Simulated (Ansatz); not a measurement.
# AlN: the cost of one run

Method: DFT r2SCAN, scalar-relativistic, plane waves, PAW, in Ansatz 0.2.0.

## Step 1: The starting structure

It takes space group P6_3mc (No. 186, hexagonal). The conventional cell has a = 3.107 Å, b = 3.107 Å, c = 4.978 Å, α = 90.00°, β = 90.00°, γ = 120.00°. Around Al (site symmetry 3m) lie 4 N at 1.89 to 1.90 Å. N (site symmetry 3m) has 4 Al at 1.89 to 1.90 Å in its first shell of neighbours.

Structure file:

```
CELL_PARAMETERS angstrom
3.10667 0.00000 0.00000
-1.55333 2.69045 0.00000
0.00000 0.00000 4.97840
ATOMIC_POSITIONS crystal
Al 0.33333 0.66667 0.00169
Al 0.66667 0.33333 0.50169
N 0.33333 0.66667 0.38331
N 0.66667 0.33333 0.88331
```

This cell was relaxed beforehand with the same method: volume 10.40 Å³/atom, gap on the mesh 4.88 eV.

## Step 2: The reference cell

Reference values: F = -1856.9704 eV; pressure 0.01 GPa; largest force 0.000 eV/Å; gap on the mesh 4.88 eV. It was computed beforehand with the settings of the runs below.

## Step 3: The scan: energy and stress against strain

The cell is strained by ε times the Voigt pattern (1, -1, 0, 0, 0, 0) (xx, yy, zz, yz, xz, xy; engineering shear), with fractional coordinates fixed (clamped ions). The stress on the pattern is the sum of the stress components weighted by it, tension positive.

## Step 4: Point ε = -0.0600

Contents of input.yaml:

```yaml
crystal:
  lattice:
    - [2.9202654183, 0.0, 0.0]
    - [-1.4601327091, 2.8518781705, 0.0]
    - [0.0, 0.0, 4.9784048354]
  atoms:
    - { symbol: Al, position: [0.3333333333, 0.6666666667, 0.0016929024] }
    - { symbol: Al, position: [0.6666666667, 0.3333333333, 0.5016929024] }
    - { symbol: "N", position: [0.3333333333, 0.6666666667, 0.3833070976] }
    - { symbol: "N", position: [0.6666666667, 0.3333333333, 0.8833070976] }
basis:
  ecutwfc: 500
kpoints:
  mp_grid: { grid: [12, 12, 6] }
hamiltonian:
  xc: r2scan
scf:
  occupations: { method: gaussian, width: 0.05 }
output:
  forces: true
  stress: true
  eigenvalues: true
  write_density: true
  write_potential: true
  elf: true
  volumetric_format: npy
```

Launch:

```
ansatz run input.yaml --threads 1 --pin off --max-ram 2560MiB --backend cpu --events-out ev --progress --plain --runs-dir out
```

What time and memory should one allow on 1 thread of Intel Xeon Platinum 8375C at 2.90GHz (Ice Lake), shared host?

About 20 s, with a peak of 0.54 GiB.
